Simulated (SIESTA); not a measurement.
Crystal: Br.

```
Br
1.0
     3.36325   -2.32255    0.00000
     3.36325    2.32255    0.00000
     0.00000    0.00000    8.70230
Br
4
Cartesian
  3.3632 0.6266 3.3948
  3.3632 1.6959 7.7459
  3.3632 -0.6266 5.3075
  3.3632 -1.6959 0.9564
```

| Property | Result |
| --- | --- |
| Program | SIESTA 5.4.2 |
| Task | single point |
| Functional | PBEsol |
| Potentials or basis | PseudoDojo 0.4 standard (PBEsol files) |
| Basis | DZP (energy shift 0.003 Ry) |
| Grid cutoff | 500 Ry |
| Energy shift | 0.003 Ry |
| k mesh | 7 × 7 × 3 |
| Occupations | fermi-dirac, width 0.05 eV |
| Spin | no spin polarisation |

On this cell: pressure 0.3 GPa; largest force 1.298 eV/Å; band gap on the k mesh 1.76 eV, indirect (least direct gap 1.78 eV).

The same run follows on a disturbed copy (atoms moved at random, drawn with an rms of 0.05 Å):

```xyz
4
Lattice="3.3632 -2.3226 0.0000 3.3632 2.3226 0.0000 0.0000 0.0000 8.7023" Properties=species:S:1:pos:R:3 pbc="T T T"
Br    3.3857    0.6560    3.3552
Br    3.3759    1.6889    7.7164
Br    3.2985   -0.6329    5.3389
Br    3.3365   -1.7013    0.8863
```

Question: What changes?

Answer: The energy moves by -0.6 meV/atom; pressure -0.2 GPa; largest force 1.889 eV/Å; band gap on the k mesh 1.57 eV, indirect (least direct gap 1.59 eV).

Forces on the atoms (eV/Å):
```
Br  -0.046  0.089 -0.262
Br  -0.016 -0.935 -1.611
Br   0.055 -0.083  0.228
Br   0.007  0.929  1.645
```

Stress tensor (GPa, compression positive):
```
-0.86 -0.04 -0.07
-0.04 -0.88  2.06
-0.07  2.06  1.00
```

Caveats: an odd mesh through Γ misses points on the zone boundary, where band edges often lie; the basis of atomic orbitals isn't converged, which shifts pressures, moduli and gaps; forces of over 1 eV/Å show positions far from the minimum, so gaps and moduli don't describe the material at rest (some runs).
